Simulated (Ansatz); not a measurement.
# Carbon, diamond under r²SCAN: from relaxation to bulk modulus, part 2 of 2

Aim: take carbon in the diamond structure, relax it, solve it on a dense k-mesh, switch on spin-orbit coupling, then scale the cell to 7 volumes from 88 to 112 % of the relaxed one and try a fit of the equation of state. The k-meshes are 8×8×8 for the relaxation; 14×14×14 for the dense run; 11×11×11 for spin-orbit coupling; 13×13×13 for the volumes. The starting cell is the deposited one, from the Crystallography Open Database.

Ansatz 0.2.0; DFT, r2SCAN, plane waves (500 eV) with PAW, scalar-relativistic.

### 9 The cell scaled to 104 % of its volume

input.yaml

```yaml
crystal:
  lattice:
    - [0.0, 1.8035734383, 1.8035734383]
    - [1.8035734383, 0.0, 1.8035734383]
    - [1.8035734383, 1.8035734383, 0.0]
  atoms:
    - { symbol: C, position: [0.5, 0.5, 0.5] }
    - { symbol: C, position: [0.75, 0.75, 0.75] }
hamiltonian:
  xc: r2scan
  pseudopotentials:
    kind: paw
    azcp:
      C: "pseudopotentials/C.paw.azcp"
basis:
  ecutwfc: 500
  fft_grid_basis: typed
kpoints:
  mp_grid: { grid: [13, 13, 13], shift: [0, 0, 0] }
magnetization:
  spin_polarized: false
scf:
  occupations: { method: fermi_dirac, width: 0.05 }
  lower_state_search: "off"
output:
  stress: true
  write_density: true
  write_potential: true
  elf: true
  volumetric_format: npy
```

Launch:

```sh
> ansatz run input.yaml --threads 1 --pin off --max-ram 3584MiB --backend cpu --events-out ev --progress --plain --runs-dir out
```

The program printed, shortened:

```text
[...]
Pseudopotentials: kind: paw
Pseudopotential: C, paw, valence charge 4, recommended cutoff 500 eV (meta_gga), <dir>
Functional definition: r2SCAN
[...]
Crystal: 2 atoms, lattice volume = 11.734 Å³
Basis set: ecut = 500 eV, 307 PW (Γ), exchange–correlation on 80×80×80 points (64 copies of the dense FFT grid, shifted against one another)
Bands: 8, of which v1, the nominal top of the filled ones, is band 4 counted from 1 (3 counted from 0)
Symmetry: 48 space group operations
Space group: Fd-3m (ITA 227), of the structure as read, at distance tolerance 2.3e-5 Å
k-points: 84 of 2197
[...]
SCF iter   1: F=-503.086083 eV  HF=-503.035280 eV  |F-HF|=5.08e-2  |Δ(HF+E_count)|=         —  Δρ=8.95e-3  dr2=2.52e-3  dr2_τ=3.45e-1  ethr=1.77e-3  ⟨swp⟩=5.0  Hψ=4465  notcnv=0
[...]
SCF iter   6: F=-503.087651 eV  HF=-503.087651 eV  |F-HF|=1.92e-9  |Δ(HF+E_count)|=   2.48e-7  Δρ=7.40e-6  dr2=1.79e-9  dr2_τ=2.99e-10  ethr=1.25e-9  ⟨swp⟩=8.9  Hψ=4596  notcnv=0
[...]
SCF converged after 6 iterations
Free energy (F): -503.087651 eV
[...]
E sigma→0 (E₀):  -503.087651 eV
Fermi energy:    14.806263 eV
[...]
--- Stress (GPa, compression-positive) ---
      -16.448831       0.000000       0.000000
       -0.000000     -16.448831       0.000000
        0.000000      -0.000000     -16.448831
  P = ⅓ Tr σ = -16.4488 GPa (-164.488 kbar)
--- Band table (eV; the first three rows and the last of 84) ---
  k-point 0: bands = ["-9.5264", "12.6856", "12.6856", "12.6856", "18.4698", "18.4698", "18.4698", "25.6620"]
[...]
```

Wall time 2.7 s (1 thread of Intel Xeon Platinum 8259CL at 2.50GHz (Skylake/Cascade Lake), shared host); peak memory 0.47 GiB.

The maps below are laid out on this run's own conventional cell (a, b, c = 3.607, 3.607, 3.607 Å).

Density in a lattice plane of the grid's cell (edges 3.61 and 3.61 Å, at 0.000 of the third edge), which holds C.

Ten even steps from ' ' (0.08 e/Å³) to '@' (1.74 e/Å³):
```
          ..::==**%%@@@@@@@@@@%%**==::..        
        ....::==++##%%@@@@@@%%##++==::....      
      ....::::--==++**######**++==--::::....    
..........::::----==============----::::........
::::::::::::::::::::::::::::::::::::::::::::::::
========----::::..................::::----======
####**++==--::::....          ....::::--==++**##
@@@@%%##++==::....              ....::==++##%%@@
@@@@@@%%**==::..                  ..::==**%%@@@@
@@@@@@%%**==::..                  ..::==**%%@@@@
@@@@@@%%**==::..                  ..::==**%%@@@@
@@@@%%##++==::....              ....::==++##%%@@
####**++==--::::....          ....::::--==++**##
========----::::..................::::----======
::::::::::::::::::::::::::::::::::::::::::::::::
..........::::----==============----::::........
      ....::::--==++**######**++==--::::....    
        ....::==++##%%@@@@@@%%##++==::....      
          ..::==**%%@@@@@@@@@@%%**==::..        
          ..::==**%%@@@@@@@@@@%%**==::..        
```
Columns run along the first of these edges and rows up along the second, over one cell in 24 and 20 even steps from the bottom left corner. Atoms in the plane (fractional): C at (0.00, 0.50), C at (0.50, 0.00).

ELF in the same plane.

Ten even steps from ' ' (0.01) to '@' (0.75):
```
        ::==**%%@@##++::..::++##@@%%**==::      
      ..::==##%%@@@@##**==**##@@@@%%##==::..    
......::--++##%%@@@@@@%%##%%@@@@@@%%##++--::::..
----====++++**##%%@@%%%%%%%%%%@@%%##**++++====--
******####******####**********####******####****
%%%%%%@@%%##**++++====------====++++**##%%@@%%%%
##%%@@@@@@%%##++--::..........::--++##%%@@@@@@%%
==**##@@@@%%##==::..          ..::==##%%@@@@##**
  ::++##@@%%**==::              ::==**%%@@##++::
    --**%%%%**--..              ..--**##%%**--  
..::++##@@%%**==::              ::==**%%@@##++::
==**##@@@@%%##==::..          ..::==##%%@@@@##**
##%%@@@@@@%%##++--::::........::--++##%%@@@@@@%%
%%%%%%@@%%##**++++====------====++++**##%%@@%%%%
******####******####**********####******####****
----====++++**##%%@@%%%%%%%%%%@@%%##**++++====--
......::--++##%%@@@@@@%%##%%@@@@@@%%##++--::....
      ..::==##%%@@@@##**==**##@@@@%%##==::..    
        ::==**%%@@##++::  ::++##@@%%**==::      
        ..--**##%%**--      --**%%%%**--..      
```
Columns run along the first of these edges and rows up along the second, over one cell in 24 and 20 even steps from the bottom left corner. Atoms in the plane (fractional): C at (0.00, 0.50), C at (0.50, 0.00).

Both are smooth fields of the valence electrons: close to the nuclei they are not physical.

The highest ELF values outside the cores: 0.94 on the C–C line, 0.7 Å from C.

### 10 The cell scaled to 108 % of its volume

Changes to input.yaml since step 9:

```diff
@@ -2,5 +2,5 @@
   lattice:
-    - [0.0, 1.8035734383, 1.8035734383]
-    - [1.8035734383, 0.0, 1.8035734383]
-    - [1.8035734383, 1.8035734383, 0.0]
+    - [0.0, 1.8264059057, 1.8264059057]
+    - [1.8264059057, 0.0, 1.8264059057]
+    - [1.8264059057, 1.8264059057, 0.0]
   atoms:
@@ -26,5 +26 @@
   stress: true
-  write_density: true
-  write_potential: true
-  elf: true
-  volumetric_format: npy
```

Launch:

```sh
> ansatz run input.yaml --threads 1 --pin off --max-ram 3584MiB --backend cpu --events-out ev --progress --plain --runs-dir out
```

The program printed, shortened:

```text
[...]
Pseudopotentials: kind: paw
Pseudopotential: C, paw, valence charge 4, recommended cutoff 500 eV (meta_gga), <dir>
Functional definition: r2SCAN
[...]
Crystal: 2 atoms, lattice volume = 12.185 Å³
Basis set: ecut = 500 eV, 331 PW (Γ), exchange–correlation on 80×80×80 points (64 copies of the dense FFT grid, shifted against one another)
Bands: 8, of which v1, the nominal top of the filled ones, is band 4 counted from 1 (3 counted from 0)
Symmetry: 48 space group operations
Space group: Fd-3m (ITA 227), of the structure as read, at distance tolerance 2.3e-5 Å
k-points: 84 of 2197
[...]
SCF iter   1: F=-503.020069 eV  HF=-502.973107 eV  |F-HF|=4.70e-2  |Δ(HF+E_count)|=         —  Δρ=9.16e-3  dr2=2.80e-3  dr2_τ=3.08e-1  ethr=1.77e-3  ⟨swp⟩=5.0  Hψ=4452  notcnv=0
[...]
SCF iter   6: F=-503.021499 eV  HF=-503.021499 eV  |F-HF|=1.99e-9  |Δ(HF+E_count)|=   2.59e-7  Δρ=7.88e-6  dr2=2.19e-9  dr2_τ=3.30e-10  ethr=1.25e-9  ⟨swp⟩=4.4  Hψ=2047  notcnv=0
[...]
SCF converged after 6 iterations
Free energy (F): -503.021499 eV
[...]
E sigma→0 (E₀):  -503.021499 eV
Fermi energy:    14.108746 eV
[...]
--- Stress (GPa, compression-positive) ---
      -30.091087       0.000000      -0.000000
        0.000000     -30.091087      -0.000000
       -0.000000       0.000000     -30.091087
  P = ⅓ Tr σ = -30.0911 GPa (-300.911 kbar)
```

Run time: 2.5 s. Hardware: 1 thread of Intel Xeon Platinum 8259CL at 2.50GHz (Skylake/Cascade Lake), shared host; peak memory 0.47 GiB.

### 11 The cell scaled to 112 % of its volume

Changes to input.yaml since step 10:

```diff
@@ -2,5 +2,5 @@
   lattice:
-    - [0.0, 1.8264059057, 1.8264059057]
-    - [1.8264059057, 0.0, 1.8264059057]
-    - [1.8264059057, 1.8264059057, 0.0]
+    - [0.0, 1.8486813438, 1.8486813438]
+    - [1.8486813438, 0.0, 1.8486813438]
+    - [1.8486813438, 1.8486813438, 0.0]
   atoms:
```

Launch:

```sh
> ansatz run input.yaml --threads 1 --pin off --max-ram 3584MiB --backend cpu --events-out ev --progress --plain --runs-dir out
```

The program printed, shortened:

```text
[...]
Pseudopotentials: kind: paw
Pseudopotential: C, paw, valence charge 4, recommended cutoff 500 eV (meta_gga), <dir>
Functional definition: r2SCAN
[...]
Crystal: 2 atoms, lattice volume = 12.636 Å³
Basis set: ecut = 500 eV, 331 PW (Γ), exchange–correlation on 80×80×80 points (64 copies of the dense FFT grid, shifted against one another)
Bands: 8, of which v1, the nominal top of the filled ones, is band 4 counted from 1 (3 counted from 0)
Symmetry: 48 space group operations
Space group: Fd-3m (ITA 227), of the structure as read, at distance tolerance 2.3e-5 Å
k-points: 84 of 2197
[...]
SCF iter   1: F=-502.919018 eV  HF=-502.875851 eV  |F-HF|=4.32e-2  |Δ(HF+E_count)|=         —  Δρ=9.38e-3  dr2=3.12e-3  dr2_τ=2.76e-1  ethr=1.77e-3  ⟨swp⟩=5.0  Hψ=4441  notcnv=0
[...]
SCF iter   6: F=-502.920320 eV  HF=-502.920320 eV  |F-HF|=1.09e-9  |Δ(HF+E_count)|=   2.54e-7  Δρ=6.71e-6  dr2=1.84e-9  dr2_τ=2.75e-10  ethr=1.25e-9  ⟨swp⟩=4.2  Hψ=2040  notcnv=0
[...]
SCF converged after 6 iterations
Free energy (F): -502.920320 eV
[...]
E sigma→0 (E₀):  -502.920320 eV
Fermi energy:    13.455431 eV
[...]
--- Stress (GPa, compression-positive) ---
      -41.393536      -0.000000      -0.000000
       -0.000000     -41.393536      -0.000000
       -0.000000      -0.000000     -41.393536
  P = ⅓ Tr σ = -41.3935 GPa (-413.935 kbar)
```

Wall time 1.9 s (1 thread of Intel Xeon Platinum 8259CL at 2.50GHz (Skylake/Cascade Lake), shared host); peak memory 0.48 GiB.

### 12 Energy and pressure against volume

All volumes keep the relaxed shape and fractional coordinates.

```tsv
V (Å³/atom)	E − E₀ (meV/atom)	P from the stress (GPa)	P from the fit (GPa)	gap on the mesh (eV)
4.964	139.0	72.59	72.64	4.68
5.190	57.7	43.72	43.71	4.57
5.416	13.5	19.82	19.80	4.47
5.641	0.0	0.00	0.00	4.38
5.867	11.9	-16.45	-16.43	4.29
6.092	45.0	-30.09	-30.09	4.20
6.318	95.6	-41.39	-41.44	4.12
```

Fit (Birch-Murnaghan, third order): V₀ = 5.641 Å³/atom, B₀ = 450 GPa, B₀′ = 3.7, largest residual 0.02 meV/atom.

### 13 Summary of results

What follows sums up all 2 parts.

| quantity | value |
| --- | --- |
| space group (spins left aside) | Fd-3m (No. 227) |
| conventional cell | a = 3.560 Å |
| volume | 5.641 Å³/atom |
| shortest distance | 1.542 Å |
| against the deposited volume | -0.5 % (5.672 Å³/atom) |
| gap on the mesh | 4.36 eV |
| relative to graphite | +113 meV/atom |
| gap with spin-orbit coupling, on another mesh | 4.36 eV |
| V₀, B₀, B₀′ | 5.641 Å³/atom, 450 GPa, 3.7 |

The relaxed volume lies 0.5 % below the deposited cell. Part of the miss is zero-point motion and any thermal expansion in the deposited cell. Against the reference form of carbon (graphite, computed apart with the same settings) it stands 113 meV/atom higher. It has a gap of 4.36 eV on the mesh. A gap read on the mesh alone is an upper bound to the gap of this level of theory. The spin-orbit run (on a coarser mesh) has the same gap. The total energy of the spin-orbit run (on a coarser mesh) lies +12 meV/atom from the scalar one; mesh and treatment of the core enter this figure, so it is no spin-orbit energy. The fitted modulus is 450 GPa, among the stiffest elements. Relaxation kept the symmetry; phonons were not checked.
